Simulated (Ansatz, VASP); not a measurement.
## Pt: VASP beside Ansatz

Contents of INCAR:

```
PREC = Accurate
ENCUT = 520
EDIFF = 1E-7
ISMEAR = -1
SIGMA = 0.05
LREAL = F
LASPH = T
NELM = 60
ALGO = Normal
ISIF = 2
LWAVE = F
LCHARG = F
GGA = PE
NBANDS = 17
```

The input KPOINTS:

```
regular mesh
0
Gamma
  11 11 6
```

Contents of POSCAR:

```
Pt
1.0
    2.7233547499      0.0000000000      0.0000000000
   -1.3616773750      2.3584943969      0.0000000000
    0.0000000000      0.0000000000      4.7273674930
Pt
2
Direct
    0.3333333333      0.6666666667      0.2500000000
    0.6666666667      0.3333333333      0.7500000000
```

Contents of input.yaml:

```yaml
crystal:
  lattice:
    - [2.7233547499, 0.0, 0.0]
    - [-1.361677375, 2.3584943969, 0.0]
    - [0.0, 0.0, 4.727367493]
  atoms:
    - { symbol: Pt, position: [0.3333333333, 0.6666666667, 0.25] }
    - { symbol: Pt, position: [0.6666666667, 0.3333333333, 0.75] }
hamiltonian:
  xc: pbe
  pseudopotentials: { kind: paw }
kpoints:
  mp_grid: { grid: [11, 11, 6] }
scf:
  occupations: { method: fermi_dirac, width: 0.05 }
output:
  forces: true
  stress: true
  eigenvalues: true
  write_density: true
  write_potential: true
  elf: true
  volumetric_format: npy
```

Change from the starting cell: volume scaled by 0.96.

Alike in both runs: task single point; functional PBE; k mesh 11 × 11 × 6; occupations fermi-dirac, width 0.05 eV; no spin polarisation.

```csv
,VASP,Ansatz
version,VASP 6.6.1,Ansatz 0.2.0
potentials or method,"VASP PAW PBE potentials, release 64 (Pt)",Ansatz PAW
plane-wave cutoff (eV),520,420
valence electrons in the cell,20,36
```

```csv
,VASP,Ansatz,Ansatz less VASP
gap on the k mesh at the Fermi level (eV),none,none,-
pressure (GPa),9.8,10.3,+0.52
largest component of the traceless stress (GPa),2.36,2.33,-0.030
```

A gap of «none» marks a metal or a gap that the smearing closes. The functional is the same, so the differences come from potentials, cutoffs and numerics. The two sets of potentials don't hold the same shells in valence.

The runs have no spin-orbit coupling, so splittings on Pt are missing.
